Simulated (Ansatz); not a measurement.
# Ni₃Ge: pressure against volume

Ni₃Ge, Pm-3m, a = 3.525 Å. The structure is a Materials Project entry; whether it is the stable form wasn't checked. Ansatz: PBEsol, PAW, 420 eV, Γ-centred 12×12×12 mesh on 4 atoms, Gaussian smearing 0.10 eV; no spin polarisation. Symmetry fixes shape and atoms, so the cell is only scaled; pressure is positive in compression.

| V (Å³/atom) | P (GPa) |
| --- | --- |
| 9.635 | 38.03 |
| 9.964 | ? |
| 10.292 | 15.72 |
| 10.621 | 7.18 |
| 10.949 | 0.01 |
| 11.278 | -6.01 |
| 11.606 | -11.06 |
| 12.044 | -16.52 |

Problem. Take V0 = 10.949 Å³/atom, count pressures from its P0 = 0.01 GPa, fit the third-order Birch–Murnaghan form to the other rows, and predict the missing pressure.

Solution. With the Eulerian strain f = ½[(V0/V)^(2/3) − 1] and y = (P − P0)/[3f(1 + 2f)^(5/2)], the form is the line y = B0 + 1.5 B0 (B0′ − 4) f. Rows (f, y): 0.04448, 230.2; 0.02106, 224.3; 0.01024, 221.9; -0.00977, 215.8; -0.01905, 213.5; -0.03078, 209.8. Means f = 0.002697, y = 219.25; Σ(Δf)² = 0.003889, ΣΔfΔy = 1.055; the slope is their ratio. y = 218.5 + 271.2 f GPa, so B0 = 218.5 GPa and B0′ = 4 + 2 × (271.2)/(3 × 218.5) = 4.83. At V = 9.964, f = 0.03243, y = 227.30 and P = 25.89 GPa. The run gave 25.90 GPa, so the fit is 0.01 GPa too low, within the rms miss on the fitted rows (0.03 GPa).